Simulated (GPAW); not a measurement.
Runs of GPAW 26.7.0 on InAs. It takes space group F-43m (No. 216, cubic). Conventional cell: a = 6.036 Å, b = 6.036 Å, c = 6.036 Å, α = 90.00°, β = 90.00°, γ = 90.00°. In (site symmetry -43m) is surrounded by 4 As at 2.61 Å. As (site symmetry -43m) has 4 In at 2.61 Å as nearest neighbours. 

```csv
task,level,potentials or basis,spin,cell,k mesh,cutoff (eV),smearing,convergence,supercell,supercell k mesh,displacement,relaxed first,grid spacing,gap on the mesh (eV),pressure (GPa)
gruneisen,BLYP+D3(BJ),"PAW data sets generated in the run's folder for this functional, pw",off,relaxed,8 × 8 × 8,510,fermi-dirac 0.05 eV,tight_forces,1 × 1 × 1,8 × 8 × 8,0.01,cell,-,none,0.0
eps q,SCAN,"GPAW PAW data sets (gpaw-data 1.2.1), pw",off,as given,6 × 6 × 6,400,fermi-dirac 0.05 eV,-,-,-,-,-,-,none,-
band structure,LDA,"PAW data sets generated in the run's folder for this functional, pw",off,as given,6 × 6 × 6,600,fermi-dirac 0.05 eV,-,-,-,-,-,-,-,(a)
single point,PBE,"GPAW PAW data sets (gpaw-data 1.2.1), pw",off,as given,6 × 6 × 6,450,fermi-dirac 0.01 eV,-,-,-,-,-,-,none,3.1
single point,PBE,"GPAW PAW data sets (gpaw-data 1.2.1), pw",off,as given,8 × 8 × 8,600,fermi-dirac 0.05 eV,-,-,-,-,-,-,none,4.0
```

Estimate the missing entries.

(a) -0.5.

Caveats: this crystal is a semiconductor, whose small gap the functional closes, so the metal is an error of the method; the cutoff is short for stress and forces, so pressures can be off by a GPa or more (some runs); the density grid can change from cell to cell, which puts small steps into energies and stress (some runs); pairwise dispersion overbinds metals, which lowers pressure and volume (some runs); response on these states lacks terms of the Hamiltonian (some runs); the PAW data sets were made with another functional, which shifts forces and pressure a little (some runs); spin-orbit coupling is left out, which moves the levels of the heavy elements (some runs).

A k mesh can miss the band edges, and the runs leave out spin-orbit coupling on As, In.

A gap of «none» marks a metal or a gap under the smearing width.
